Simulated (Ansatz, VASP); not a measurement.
# One calculation of SrCl2, two programs

```
Cl Sr
1.0
     4.91951    0.00000    0.00000
    -2.45975    4.26042    0.00000
     0.00000    0.00000   20.02514
Cl Sr
4 2
Cartesian
  0.0000 0.0000 7.0000
  0.0000 2.8403 9.0084
  2.4598 1.4201 10.9865
  0.0000 0.0000 13.1068
  2.4598 1.4201 8.0042
  0.0000 2.8403 11.9922
```

Alike in both runs: functional PBE; dispersion D3(BJ); k mesh 6 × 6 × 1; occupations gaussian, width 0.05 eV; no spin polarisation.

Ansatz relaxed the structure, and its values are those at the end. VASP's run is a single point on that final structure, the one shown.

```csv
,VASP,Ansatz
version,VASP 6.6.1,Ansatz 0.2.0
potentials or method,"VASP PAW PBE potentials, release 64 (Cl, Sr_sv)","scalar-relativistic, plane waves, PAW"
plane-wave cutoff (eV),520,420
valence electrons in the cell,48,48
```

|  | VASP | Ansatz | Ansatz less VASP |
| --- | --- | --- | --- |
| gap on the k mesh at the Fermi level (eV) | 5.18 | 5.18 | +0.002 |
| least direct gap on the mesh (eV) | 5.45 | 5.45 | +0.002 |
| rms of the force components (eV/Å) | 0.071 | 0.070 | -0.0008 |
